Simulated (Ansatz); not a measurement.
# HfO2: band gap under strain

How does strain move the band edges of HfO2 in the fluorite structure, and do the functionals agree on it? States: -2.0 % biaxial strain in x and y, free along z; -1.0 % biaxial strain in x and y, free along z; +1.0 % biaxial strain in x and y, free along z.

Program: Ansatz 0.2.0. PAW datasets, plane waves. Computed at 0 K without zero-point motion; spin polarisation is off.

## 1. The cell

The unstrained cell was relaxed with r2SCAN; in each strained cell the atoms were relaxed again with r2SCAN. Names of k-points are those of the unstrained zone, where strain can split equivalent points. First state: -2.0 % biaxial strain in x and y, free along z.

Space group I4/mmm (No. 139), tetragonal; conventional cell a = 3.505 Å, c = 5.097 Å, 10.44 Å³ an atom. Hf has 8 O at 2.17 Å; O has 4 Hf at 2.17 Å and 4 O at 2.48 Å.

Structure file:

```cif
data_structure
_symmetry_space_group_name_H-M 'P 1'
_symmetry_Int_Tables_number 1
_cell_length_a 3.5551
_cell_length_b 3.5551
_cell_length_c 3.5053
_cell_angle_alpha 60.463
_cell_angle_beta 60.463
_cell_angle_gamma 59.074
_cell_volume 31.31
loop_
_atom_site_label
_atom_site_type_symbol
_atom_site_fract_x
_atom_site_fract_y
_atom_site_fract_z
_atom_site_occupancy
Hf1 Hf 0.00000 0.00000 0.00000 1
O1 O 0.25000 0.25000 0.25000 1
O2 O 0.75000 0.75000 0.75000 1
```

From earlier runs on the unstrained cell: PBE 3.80 eV, r2SCAN 4.30 eV, HSE06 5.41 eV, r2SCAN+SOC 4.31 eV, G0W0 5.17 eV (on its mesh); a = 5.058 Å.

## 2. -2.0 % biaxial strain in x and y, free along z: PBE

File input.yaml:

```yaml
crystal:
  lattice:
    - [0.0, 2.4785986729, 2.5486393278]
    - [2.4785986729, 0.0, 2.5486393278]
    - [2.4785986729, 2.4785986729, 0.0]
  atoms:
    - { symbol: Hf, position: [0.0, 0.0, 0.0] }
    - { symbol: O, position: [0.25, 0.25, 0.25] }
    - { symbol: O, position: [0.75, 0.75, 0.75] }
kpoints:
  mp_grid: { grid: [8, 8, 8] }
  band_path:
    path:
      - [0.0, 0.0, 0.0]
      - [0.5, 0.0, 0.5]
      - [0.625, 0.25, 0.625]
      - [0.375, 0.375, 0.75]
      - [0.5, 0.5, 0.5]
      - [0.5, 0.25, 0.75]
      - [0.0, 0.5, 0.5]
    npoints: 1
hamiltonian:
  xc: pbe
scf:
  occupations: { method: fermi_dirac, width: 0.02 }
  n_extra_bands: 4
output:
  forces: true
  stress: true
  eigenvalues: true
```

On the command line:

```sh
$ ansatz run input.yaml --threads 2 --pin off --max-ram 20275MiB --backend cpu --events-out ev --progress --plain --runs-dir out
```

Further steps of the session: -2.0 % biaxial strain in x and y, free along z: r2SCAN; -2.0 % biaxial strain in x and y, free along z: HSE06; -2.0 % biaxial strain in x and y, free along z: r2SCAN+SOC; -2.0 % biaxial strain in x and y, free along z: r2SCAN; -2.0 % biaxial strain in x and y, free along z: G0W0@PBE; -1.0 % biaxial strain in x and y, free along z: PBE; -1.0 % biaxial strain in x and y, free along z: r2SCAN; -1.0 % biaxial strain in x and y, free along z: HSE06; -1.0 % biaxial strain in x and y, free along z: r2SCAN+SOC; -1.0 % biaxial strain in x and y, free along z: r2SCAN; -1.0 % biaxial strain in x and y, free along z: G0W0@PBE; +1.0 % biaxial strain in x and y, free along z: PBE; +1.0 % biaxial strain in x and y, free along z: r2SCAN; +1.0 % biaxial strain in x and y, free along z: HSE06; +1.0 % biaxial strain in x and y, free along z: r2SCAN+SOC; +1.0 % biaxial strain in x and y, free along z: r2SCAN; +1.0 % biaxial strain in x and y, free along z: G0W0@PBE.

**Question.** What will these runs give?

**Answer**, as computed:

Least gap in eV (negative: overlap), with the change from the unstrained cell in brackets. G0W0 is on its own coarse mesh.

| state | volume change (%) | PBE | r2SCAN | HSE06 | G0W0 |
| --- | --- | --- | --- | --- | --- |
| -2.0 % biaxial strain in x and y, free along z | -3.2 | 3.65 (-0.15) | 4.18 (-0.12) | 5.32 (-0.09) | 5.07 (-0.10) |
| -1.0 % biaxial strain in x and y, free along z | -1.6 | 3.78 (-0.02) | 4.28 (-0.02) | 5.40 (-0.01) | 5.15 (-0.02) |
| +1.0 % biaxial strain in x and y, free along z | +1.7 | 3.66 (-0.14) | 4.16 (-0.14) | 5.26 (-0.15) | 5.00 (-0.17) |

In words: With HSE06, of the states in the table +1.0 % biaxial strain in x and y, free along z shifts the gap most, by -0.148 eV. PBE and HSE06 differ by 1.61 eV on the unstrained gap, and by at most 0.06 eV on its change: the two disagree on the size of the gap but agree on its response to strain. Spin-orbit coupling is left out of the table, though the cell holds Hf (Z = 72); in an element this heavy it can shift bands and gaps by tenths of an eV. The G0W0 figures hold for the stated bands, cutoff and mesh and aren't extrapolated.
